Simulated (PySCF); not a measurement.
**Question.** Give a GFN2-xTB geometry of `CCCS` (C3H8S).

**Answer.** 
```
atom  x, y, z in Å
C1    -1.5665   -0.1779   -0.0196
C2    -0.0896   -0.5437    0.0698
C3     0.7913    0.6380   -0.3011
S4     2.5701    0.2270   -0.2290
H5    -1.8267    0.1240   -1.0315
H6    -1.7981    0.6448    0.6536
H7    -2.1824   -1.0304    0.2552
H8     0.1274   -1.3769   -0.6019
H9     0.1451   -0.8658    1.0878
H10    0.6170    1.4908    0.3557
H11    0.6199    0.9450   -1.3326
H12    2.5938   -0.0757    1.0676
```

Any rigid rotation of these coordinates is as good. Atoms count from 1 in this order. The 4 heavy atoms lie in one plane (0.006 Å rms).

Bonds between heavy atoms (Å): C1–C2 1.524, C2–C3 1.520, C3–S4 1.827.

Structure optimised with GFN2-xTB, isolated species.

Stationary, but not proved a minimum. The numbers are those of one conformer (C1–C2–C3–S4 -179°, C2–C3–S4–H -61°).

The numbers are calculated, not measured.
